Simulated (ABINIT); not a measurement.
Write the native input for ABINIT 10.8.3 (patched build) that does the following.

```yaml
Task: equation of state
Functional: PBEsol
Potentials_or_basis: PseudoDojo NC SR PBEsol v0.4.1 standard
Cutoff: 1116 eV
k_mesh: 10 × 10 × 10
Occupations: fermi-dirac, width 0.05 eV
Spin: no spin polarisation
```

The system is SiC (Moissanite 3C).

```
CELL_PARAMETERS angstrom
0.00000 2.17900 2.17900
2.17900 0.00000 2.17900
2.17900 2.17900 0.00000
ATOMIC_POSITIONS crystal
Si 0.00000 0.00000 0.00000
C 0.75000 0.75000 0.75000
```

These files were run (other wordings do the same):

run.abi

```
ndtset 7
getwfk -1
scalecart1 3*0.9795861087
scalecart2 3*0.9864848297
scalecart3 3*0.9932883884
scalecart4 3*1.0000000000
scalecart5 3*1.0066227096
scalecart6 3*1.0131594038
scalecart7 3*1.0196128224

pp_dirpath "./"
pseudos "Si.upf, C.upf"

acell 3.0815713524 3.0815713524 3.0815713524 Angstrom
rprim
     0.0000000000     0.7071067812     0.7071067812
     0.7071067812     0.0000000000     0.7071067812
     0.7071067812     0.7071067812     0.0000000000
ntypat 2
znucl 14 6
natom 2
typat 1 2
xred
     0.0000000000     0.0000000000     0.0000000000
     0.7500000000     0.7500000000     0.7500000000

ecut 41.0

kptopt 1
ngkpt 10 10 10
nshiftk 1
shiftk 0.0 0.0 0.0

ixc -116133

nband 8
occopt 3
tsmear 0.05 eV

nstep 100
tolvrs 1.0e-10

iomode 3
prtwf 1
prtden 0
prteig 0
prtebands 0
enunit 2
```

Potentials or basis: PseudoDojo NC SR PBEsol v0.4.1 standard.

The run is started by

```bash
$ abinit run.abi > log 2>&1
```

It gave:

- Equilibrium volume: 10.34 Å³/atom
- Bulk modulus: 221 GPa
- Pressure derivative of the bulk modulus: 3.9

Caveat: pressures at fixed basis lie under the slope of the energies.

It took 87 s on 1 thread of Arm Neoverse V2, with other jobs on the host, peak memory 0.12 GiB.
